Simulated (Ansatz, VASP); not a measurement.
**Ga in VASP and in Ansatz**

POSCAR

```
Ga
1.0
    3.0153642875      0.0000000000      0.0000000000
   -1.5076821438      2.6113820746      0.0000000000
    0.0000000000      0.0000000000      4.7600713674
Ga
2
Direct
    0.3333333333      0.6666666667      0.2500000000
    0.6666666667      0.3333333333      0.7500000000
```

The input INCAR.step1:

```
SYSTEM = Ga
PREC = Accurate
ENCUT = 520
ISMEAR = -1
SIGMA = 0.1
LREAL = .FALSE.
LASPH = .TRUE.
NELM = 100
NBANDS = 20
GGA = PE
ALGO = Normal
EDIFF = 1E-4
LWAVE = .TRUE.
LCHARG = .FALSE.
```

Contents of INCAR.step2:

```
SYSTEM = Ga
PREC = Accurate
ENCUT = 520
EDIFF = 1E-6
ISMEAR = -1
SIGMA = 0.1
LREAL = .FALSE.
LASPH = .TRUE.
NELM = 100
ALGO = Normal
ISIF = 2
LWAVE = .FALSE.
LCHARG = .FALSE.
METAGGA = R2SCAN
LMIXTAU = .TRUE.
NBANDS = 20
ISTART = 1
```

The input KPOINTS:

```
Automatic mesh
0
G
  14 14 8
  0 0 0
```

Input for Ansatz:

```yaml
crystal:
  lattice:
    - [3.0153642875, 0.0, 0.0]
    - [-1.5076821438, 2.6113820746, 0.0]
    - [0.0, 0.0, 4.7600713674]
  atoms:
    - { symbol: Ga, position: [0.3333333333, 0.6666666667, 0.25] }
    - { symbol: Ga, position: [0.6666666667, 0.3333333333, 0.75] }
hamiltonian:
  xc: r2scan
  pseudopotentials:
    kind: paw
    azcp:
      Ga: "pseudopotentials/Ga.paw.azcp"
basis:
  ecutwfc: 500
  fft_grid_basis: typed
kpoints:
  mp_grid: { grid: [14, 14, 8], shift: [0, 0, 0] }
magnetization:
  spin_polarized: false
scf:
  occupations: { method: fermi_dirac, width: 0.1 }
  lower_state_search: "off"
output:
  stress: true
```

Alike in both runs: task single point; functional r2SCAN; k mesh 14 × 14 × 8; occupations fermi-dirac, width 0.1 eV; no spin polarisation.

|  | VASP | Ansatz |
| --- | --- | --- |
| version | VASP 6.6.1 | Ansatz 0.2.0 |
| potentials or method | VASP PAW PBE potentials, release 64 (Ga_d) | plane waves (500 eV) with PAW, scalar-relativistic |
| plane-wave cutoff (eV) | 520 | 500 |
| valence electrons in the cell | 26 | 26 |

VASP gave:

| Item | Value |
| --- | --- |
| pressure (GPa) | -1.8 |
| largest component of the traceless stress (GPa) | 0.05 |

Question: Which values does Ansatz return?

Answer: Pressure (GPa): -1.9; largest component of the traceless stress (GPa): 0.07.

Caveats: the PAW data sets were made with another functional, which shifts forces and pressure a little (VASP).
